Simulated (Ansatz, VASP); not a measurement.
# MoS: VASP beside Ansatz

Contents of POSCAR:

```
MoS
1.0
    3.0055916534      0.0000000000      0.0000000000
    0.0000000000      3.0055916534      0.0000000000
    0.0000000000      0.0000000000      3.0055916534
Mo S
1 1
Direct
    0.0000000000      0.0000000000      0.0000000000
    0.5000000000      0.5000000000      0.5000000000
```

The input INCAR.step1:

```
  PREC = Accurate
  ENCUT = 520
  ISMEAR = 0
  SIGMA = 0.1
  LREAL = False
  LASPH = True
  NELM = 60
  NBANDS = 17
  GGA = PE
  ALGO = Normal
  EDIFF = 1E-4
  LWAVE = True
  LCHARG = False
```

INCAR.step2

```
  PREC = Accurate
  ENCUT = 520
  EDIFF = 1E-6
  ISMEAR = 0
  SIGMA = 0.1
  LREAL = False
  LASPH = True
  NELM = 60
  ALGO = Normal
  ISIF = 2
  LWAVE = False
  LCHARG = False
  METAGGA = R2SCAN
  LMIXTAU = True
  NBANDS = 17
  ISTART = 1
```

The input KPOINTS:

```
Automatic mesh
0
Gamma
  14 14 14
```

Input for Ansatz:

```yaml
crystal:
  lattice:
    - [3.0055916534, 0.0, 0.0]
    - [0.0, 3.0055916534, 0.0]
    - [0.0, 0.0, 3.0055916534]
  atoms:
    - { symbol: Mo, position: [0.0, 0.0, 0.0] }
    - { symbol: S, position: [0.5, 0.5, 0.5] }
basis:
  ecutwfc: 500
kpoints:
  mp_grid: { grid: [14, 14, 14] }
hamiltonian:
  xc: r2scan
scf:
  occupations: { method: gaussian, width: 0.1 }
  lower_state_search: "off"
output:
  forces: true
  stress: true
  eigenvalues: true
```

Alike in both runs: task single point; functional r2SCAN; k mesh 14 × 14 × 14; occupations gaussian, width 0.1 eV; no spin polarisation.

|  | VASP | Ansatz |
| --- | --- | --- |
| version | VASP 6.6.1 | Ansatz 0.2.0 |
| potentials or method | VASP PAW PBE potentials, release 64 (Mo_sv, S) | scalar-relativistic, plane waves, PAW |
| plane-wave cutoff (eV) | 520 | 500 |
| valence electrons in the cell | 20 | 20 |

Ansatz gave:

| Property | Result |
| --- | --- |
| gap on the k mesh at the Fermi level (eV) | none |
| pressure (GPa) | -1.4 |

What did VASP give for the same quantities?

gap on the k mesh at the Fermi level (eV): none; pressure (GPa): -1.0.

A gap of «none» marks a metal or a gap that the smearing closes. The functional is the same, so the differences come from potentials, cutoffs and numerics.

Caveats: the PAW data sets were made with another functional, which shifts forces and pressure a little (VASP).
